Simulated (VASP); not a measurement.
A run of VASP 6.6.1 is set up as follows.

Contents of INCAR:

```
SYSTEM = MnS
  ALGO = Fast
  EDIFF = 1E-7
  EDIFFG = -0.002
  ENCUT = 350
  GGA = PE
  IBRION = 2
  ISIF = 3
  ISMEAR = 0
  ISPIN = 2
  LASPH = .TRUE.
  LCHARG = .FALSE.
  LMAXMIX = 4
  LORBIT = 11
  LREAL = .FALSE.
  LWAVE = .FALSE.
  MAGMOM = 5 0
  NELM = 150
  NSW = 80
  PREC = Accurate
  PSTRESS = 120.0
  SIGMA = 0.1
```

File KPOINTS:

```
k-points
0
G
  14 14 14
  0 0 0
```

POSCAR

```
MnS                                     
1.0
    0.0000000000      2.3493004858      2.3493004858
    2.3493004858      0.0000000000      2.3493004858
    2.3493004858      2.3493004858      0.0000000000
  Mn              S             
     1     1
Direct
     0.0000000000000000    0.0000000000000000    0.0000000000000000
     0.5000000000000000    0.5000000000000000    0.5000000000000000
```

Potentials or basis: VASP PAW PBE potentials, release 64 (Mn_pv, S).

The run is started by

```sh
$ cat potpaw_PBE.64/Mn_pv/POTCAR potpaw_PBE.64/S/POTCAR > POTCAR
$ mpirun -np 1 vasp_std > vasp.out
```

Q: Predict the relaxed cell.

A: a = 3.413 Å, b = 3.413 Å, c = 3.413 Å, α = 60.00°, β = 60.00°, γ = 60.00°.

Q: Estimate the space group after relaxing (to 0.05 Å).

A: Fm-3m (No. 225).

Q: Predict the net moment.

A: 3.87 μB per cell.

Q: What does it give for the band gap on the k mesh?

A: None (metal or under the smearing width).

Final structure:
```
Mn S
1.0
     0.00000    2.41363    2.41363
     2.41363    0.00000    2.41363
     2.41363    2.41363    0.00000
Mn S
1 1
Direct
  0.00000 0.00000 0.00000
  0.50000 0.50000 0.50000
```

Caveat: a cell with one magnetic atom can't hold antiferromagnetic order, which such compounds often take; semilocal functionals often make such compounds metallic where correlation or magnetic order opens a gap, which also shifts bond lengths. Zero-point motion and thermal expansion aren't in these numbers.
